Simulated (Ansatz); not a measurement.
**SiC and its competing phases**

The calculation used DFT PBE, scalar-relativistic, plane waves, PAW in Ansatz. Settings: cutoff 420 eV, Γ-centred meshes spaced at most about 0.3 Å⁻¹ (2π included), Gaussian smearing. No spin polarisation.

Formation energies are uncorrected and refer to the elements' standard structures at the same level.

These are static total energies at zero pressure. The reference form of C is held partly by dispersion forces, which this level lacks.

The competitors are the elements and 1 reference phase of this chemical system (from databases or known types: SiC), relaxed at the same level; other known phases may be missing.

The candidate was reached from: 4-connected net, two elements alternating.

```yaml
crystal:
  lattice:
    - [5.60774, 0.00000, 0.00000]
    - [0.00000, 5.60774, 0.00000]
    - [0.00000, 0.00000, 3.02266]
  atoms:
    - { symbol: Si, position: [0.09414, 0.33399, 0.23565] }
    - { symbol: Si, position: [0.90586, 0.66601, 0.73565] }
    - { symbol: Si, position: [0.66601, 0.09414, 0.98565] }
    - { symbol: Si, position: [0.33399, 0.90586, 0.48565] }
    - { symbol: C, position: [0.32797, 0.12116, 0.01435] }
    - { symbol: C, position: [0.67203, 0.87884, 0.51435] }
    - { symbol: C, position: [0.87884, 0.32797, 0.76435] }
    - { symbol: C, position: [0.12116, 0.67203, 0.26435] }
```

Question: Is it stable, and against what?

Answer: Not the lowest form: another structure of the same formula lies lower. Its formation energy is 0.386 eV/atom. The lowest competing phase at this composition is this:

| phase | space group | source | share of atoms | ΔE_f (eV/atom) |
| --- | --- | --- | --- | --- |
| SiC | P6_3mc (No. 186) | Materials Project | 1.0000 | -0.204 |

The candidate lies 0.59 eV/atom above this phase. The candidate matches no cell in the subsets of the Crystallography Open Database and the Materials Project at hand. The margin is far too high for a likely synthesis.
